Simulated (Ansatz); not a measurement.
**Spin–orbit splittings in YN**

```
Y N
1.0
     0.00000    2.43850    2.43850
     2.43850    0.00000    2.43850
     2.43850    2.43850    0.00000
Y N
1 1
Direct
  0.00000 0.00000 0.00000
  0.50000 0.50000 0.50000
```

Atoms are numbered in the order listed.

The conventional cell has a = 4.877 Å, b = 4.877 Å, c = 4.877 Å, α = 90.00°, β = 90.00°, γ = 90.00°. Y (atom 1) has 6 N at 2.44 Å as nearest neighbours. N (atom 2) has 6 Y at 2.44 Å as nearest neighbours.

The cell is COD entry 9008768, as deposited and not checked against the literature; nothing was relaxed.

Methods: DFT, PBE, all-electron LAPW, scalar-relativistic (Ansatz 0.2.0); DFT, PBE, all-electron LAPW, Dirac equation with spin-orbit coupling (Ansatz 0.2.0).

Settings: a Γ-centred 9×9×9 k mesh, Fermi–Dirac smearing of 0.03 eV, basis error target 0.5 meV/atom, no spin polarisation.

Levels between -8 and 3 eV, each run counted from its own valence-band top. Scalar levels are listed once for both spins; with the coupling every spinor state is counted. Levels near the edges of the range can cross them.

(1) At Γ (0.000, 0.000, 0.000) the scalar-relativistic levels are 0.00 (×3). What are they with spin–orbit coupling?

(2) At X (0.500, 0.000, 0.500) the scalar-relativistic levels are -1.48, -0.38 (×2), 0.18. What are they with spin–orbit coupling?

(3) At U (0.625, 0.250, 0.625) the scalar-relativistic levels are -2.19, -1.58, -1.32, 2.46. What are they with spin–orbit coupling?

(4) Without the coupling the gap is 0.18 eV, indirect from Γ to X (0.5, 0, 0.5) (so small a gap may close at points that the mesh and path miss). And with it?

Results:

(1) -0.06 (×2), 0.00 (×4).

(2) -1.51 (×2), -0.44 (×2), -0.35 (×2), 0.16 (×2).

(3) -2.22 (×2), -1.60 (×2), -1.33 (×2), 2.45 (×2).

(4) 0.16 eV, indirect from Γ to X (0.5, 0, 0.5) (so small a gap may close at points that the mesh and path miss).
